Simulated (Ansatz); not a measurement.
The calculation used Ansatz, DFT PBE, scalar-relativistic, plane waves, PAW.

Levels along Γ–X–M–Γ–R–X | R–M, in eV from a zero inside the gap, sorted by energy at each point. Points in fractions of the primitive reciprocal vectors: Γ (0.000 0.000 0.000), X (0.000 0.500 0.000), M (0.500 0.500 0.000), R (0.500 0.500 0.500).
```
point  k (1/Å, with 2π)  band 18  band 19  band 20  band 21  band 22  band 23  band 24
    Γ             0.000    -3.54    -3.37    -3.37    -3.37     1.86     7.11     7.11
    -             0.381    -3.51    -3.48    -3.35    -3.35     2.94     7.16     7.52
    X             0.761    -3.51    -3.41    -3.31    -3.31     4.48     6.43     7.98
    -             1.142    -3.45    -3.35    -3.20    -2.45     5.06     7.01     8.41
    M             1.522    -3.39    -3.39    -3.03    -1.86     5.98     8.16     8.16
    -             2.061    -3.46    -3.38    -3.37    -2.76     3.75     7.57     7.96
    Γ             2.599    -3.54    -3.37    -3.37    -3.37     1.86     7.11     7.11
    -             3.258    -3.55    -3.28    -2.79    -2.79     4.37     8.01     8.01
    R             3.917    -3.01    -3.01    -1.86    -1.86     6.69     6.69     6.69
    -             4.455    -3.28    -3.16    -2.86    -2.33     5.47     7.16     8.01
    X             4.994    -3.51    -3.41    -3.31    -3.31     4.48     6.43     7.98
    R             4.994    -3.01    -3.01    -1.86    -1.86     6.69     6.69     6.69
    -             5.374    -3.24    -3.02    -2.74    -1.86     6.23     7.27     7.27
    M             5.755    -3.39    -3.39    -3.03    -1.86     5.98     8.16     8.16
```

The cell has space group Pm-3m, 5 atoms and 42 electrons in the valence of the PAW potentials, and holds 3 elements, among them K; it is relaxed at this level.

Cutoff 420 eV, k mesh 6×6×6. No spin polarisation.

Problem. Which material gives these bands?

Solution. KZnF₃, conventional cell a = 4.127 Å (cubic). Other compounds weren't ruled out.

It comes from a database structure that was distorted and then relaxed.
